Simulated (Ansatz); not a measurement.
Input and output of a single-point calculation on a free-standing buckled honeycomb monolayer of As (the plane-wave code Ansatz, HSE06). The cell was relaxed with r2SCAN and then strained (in-plane biaxial +4.0 %), with the atoms relaxed again with r2SCAN; k points keep the names of the unstrained zone.

input.yaml:
```yaml
crystal:
  lattice:
    - [3.7178974185, 0.0, 0.0]
    - [-1.8589487092, 3.2197936131, 0.0]
    - [0.0, 0.0, 26.4156438]
  atoms:
    - { symbol: As, position: [0.3333333333, 0.6666666667, 0.3212653415] }
    - { symbol: As, position: [0.6666666667, 0.3333333333, 0.3718020711] }
  periodic: [true, true, false]
kpoints:
  mp_grid: { grid: [6, 6, 1] }
  band_path:
    path:
      - [0.0, 0.0, 0.0]
      - [0.5, 0.0, 0.0]
      - [0.3333333333, 0.3333333333, 0.0]
      - [-0.109375, 0.213542, 0.0]
    npoints: 1
hamiltonian:
  xc: hse06
scf:
  occupations: { method: fixed }
  n_extra_bands: 4
output:
  forces: true
  stress: true
  eigenvalues: true
```

It took 20 s on 1 × NVIDIA H100 80GB HBM3 with 2 threads of AMD EPYC 7R13 Processor (Zen 3), on a shared host, load about 3.3 per core; peak host memory 2.8 GiB.

Problem. What will the output look like, and what does it show?

Solution. What the program printed (shortened):
```
scf.n_extra_bands = 4 over 15 filled bands (N_el = 30.0): the run solves 19 bands
Functional definition: HSE06
Crystal: 2 atoms, lattice volume = 316.218 Å³
Basis set: ecut = 420 eV, 6185 PW (Γ)
Symmetry: 12 space group operations
Space group: P-3m1 (ITA 164)
k-points: 7 of 36
Exchange kernel: α = 0.2500, screened, ω = 0.2079 Å⁻¹, Wigner–Seitz truncation, v(0) = 1046.5019 eV·Å³, q-mesh 6×6×1
hybrid outer 1: dexx = +8.865e-3 eV, tail = 1.04e-4 eV
hybrid outer 2: dexx = +9.693e-7 eV, tail = 3.92e-8 eV, Δε = 3.93e-3 eV, ΔF = 6.15e-3 eV/Å
hybrid outer 3: dexx = +2.241e-10 eV, tail = 3.15e-10 eV, Δε = 5.16e-5 eV, ΔF = 2.29e-4 eV/Å
NSCF: frozen V_eff on 4 k-points
hybrid SCF converged: 3 outer / 16 inner (+3 warm-up)
Free energy (F): -9714.405201 eV
Fermi energy:    -6.037136 eV
--- Per-component energies (eV) ---
  E_band       = -1005.505077
  E_kinetic    = 200.870983
  E_local      = -42104.529797
  E_nonlocal   = -1342.725877
  E_hartree    = 21008.696707
  E_xc         = -126.666884
  E_vxc        = -125.418474
  E_exx        = -121.826985
  E_paw        = -3576.865999
  E_vpaw       = 592.558627
  E_ewald      = 16350.163125
  E_core_change = -1.520488
--- Forces (eV/Å), atoms counted from 1 ---
  atom   1  As      0.00000      0.00000      0.09928
  atom   2  As      0.00000      0.00000    -0.09928
--- 2D stress c σ (N/m, compression-positive) ---
       -2.506125       0.000000       0.000000
        0.000000      -2.506125       0.000000
        0.000000       0.000000       0.000000
  P = ½ c Tr σ = -2.5061 N/m
```
Only the leading digits can be foreseen; the rest is this run's record.

bands.tsv, columns around the gap (it counts bands from 0):
```tsv
# k_distance	band_10	band_11	band_12	band_13	band_14	band_15	band_16	band_17	band_18
# fermi_ev = -6.037136
# [0, 0, 0] at k_distance = 0.000000
# [0.5, 0, 0] at k_distance = 0.975712
# [0.3333333333, 0.3333333333, 0] at k_distance = 1.539040
# [-0.109375, 0.213542, 0] at k_distance = 2.540510
# levels_relative_to = fermi_ev
0.000	-14.372	-7.431	-0.259	-0.259	-0.056	2.189	4.120	4.120	5.635
0.976	-11.902	-9.807	-3.351	-2.118	-1.325	2.568	4.266	5.468	7.301
1.539	-10.741	-10.741	-4.469	-1.885	-1.885	3.108	5.607	5.607	8.860
2.541	-13.912	-7.566	-2.494	-1.246	0.013	3.548	3.748	5.269	6.165
```
In order the rows are Γ, M, K, (-0.109, 0.214, 0).

The HSE06 gap is indirect, 2.18 eV (k = (-0.109, 0.214, 0) to Γ), below the direct gap of 2.25 eV at Γ. Edges are sought over the mesh and the listed points. The mean in-plane stress at these positions is -2.5 N/m, compression counted positive. The stress of a hybrid is loosely converged here. The largest force is 0.10 eV/Å.

Values at 0 K without nuclear motion; spin polarisation is off, and the phase may be a hypothetical one.

The runs are scalar-relativistic, without spin-orbit coupling.

The meshes of the hybrids are coarse, so their gaps aren't converged to the digits shown.
